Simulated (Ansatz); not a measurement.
# K under changes of volume

One of the cells (78.046 Å³/atom); the others are scaled copies at fixed shape and fractional positions:

```xyz
1
Lattice="0.0000 3.3919 3.3919 3.3919 0.0000 3.3919 3.3919 3.3919 0.0000" Properties=species:S:1:pos:R:3 pbc="T T T"
K     0.0000    0.0000    0.0000
```

This isn't the form of K at room conditions, which is bcc.

```yaml
Program: Ansatz 0.2.0
Functional: PBE
Potentials_or_basis: Ansatz PAW
Cutoff: "420 eV (not typed: the program's choice for these potentials)"
k_mesh: 7 × 7 × 7
Occupations: fermi-dirac, width 0.05 eV
Spin: no spin polarisation
```

| volume (Å³/atom) | energy over the lowest point (meV/atom) | pressure (GPa) |
| --- | --- | --- |
| 73.363 | 0.00 | 0.0 |
| 74.924 | 0.26 | -0.1 |
| 76.485 | 1.20 | -0.1 |
| 78.046 | 2.76 | -0.2 |
| 79.607 | 4.88 | -0.2 |
| 81.167 | 7.50 | -0.3 |
| 82.728 | ? | ? |

Task: What does the run at 82.728 Å³/atom give?

Result: Energy over the lowest point 10.58 meV/atom; pressure -0.3 GPa.

Worked out: A Birch-Murnaghan fit of order 3 (a polynomial in V^(-2/3)) to the other rows has its minimum at 73.58 Å³/atom with B0 = V·E''(V) = 3.6 GPa and B' = 3.8. It gives 10.58 meV/atom at 82.728 Å³/atom, against the run's 10.58, and -dE/dV = -0.3 GPa, against -0.3.

Energies are extrapolated to zero smearing.
